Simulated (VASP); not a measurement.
Runs of VASP 6.6.1 on Ga2O3. Symmetry: R-3c, No. 167, trigonal system. Conventional cell: a = 4.983 Å, b = 4.983 Å, c = 13.433 Å, α = 90.00°, β = 90.00°, γ = 120.00°. Ga (site symmetry 3) is surrounded by 6 O at 1.92 to 2.08 Å. Around O (site symmetry 2) lie 4 Ga at 1.92 to 2.08 Å. The cell was built by a generator and needn't be a form met in nature.

```tsv
task	level	potentials or basis	further INCAR settings	gap on the mesh (eV)	pressure (GPa)	largest force (eV/Å)
dielectric tensor	PBEsol	VASP PAW PBE potentials, release 64 (Ga_d, O)	ALGO = Fast; EDIFF = 1e-08	2.83	-	-
single point	SCAN	VASP PAW PBE potentials, release 64 (Ga_d, O)	ALGO = Normal; EDIFF = 1e-07	3.49	(a)	0.17
single point	TB-mBJ	VASP PAW PBE potentials, release 64 (Ga_d, O)	ALGO = Normal; EDIFF = 1e-07	5.01	-	-
dielectric tensor	LDA	VASP PAW LDA potentials, release 64 (Ga_d, O)	ALGO = Fast; EDIFF = 1e-08	2.85	-	-
single point	LDA	VASP PAW LDA potentials, release 64 (Ga_d, O)	ALGO = Fast; EDIFF = 1e-07	2.85	(c)	0.20
single point	PBE	VASP PAW PBE potentials, release 64 (Ga_d, O)	ALGO = Fast; EDIFF = 1e-07	2.90	10.7	(b)
single point	r2SCAN	VASP PAW PBE potentials, release 64 (Ga_d, O)	ALGO = Normal; EDIFF = 1e-07	3.60	2.2	0.16
dielectric tensor	PBE	VASP PAW PBE potentials, release 64 (Ga_d, O)	ALGO = Fast; EDIFF = 1e-08	2.90	-	-
```

Alike in all rows: no spin polarisation; cell as given; k mesh 4 × 4 × 4; cutoff (eV) 520; smearing fermi-dirac 0.05 eV.

Estimate the missing entries.

(a) 1.0; (b) 0.13; (c) -3.4.

Caveats: the PAW data sets were made with another functional, which shifts forces and pressure a little (some runs).

A k mesh can miss the band edges, and the runs leave out spin-orbit coupling on Ga.
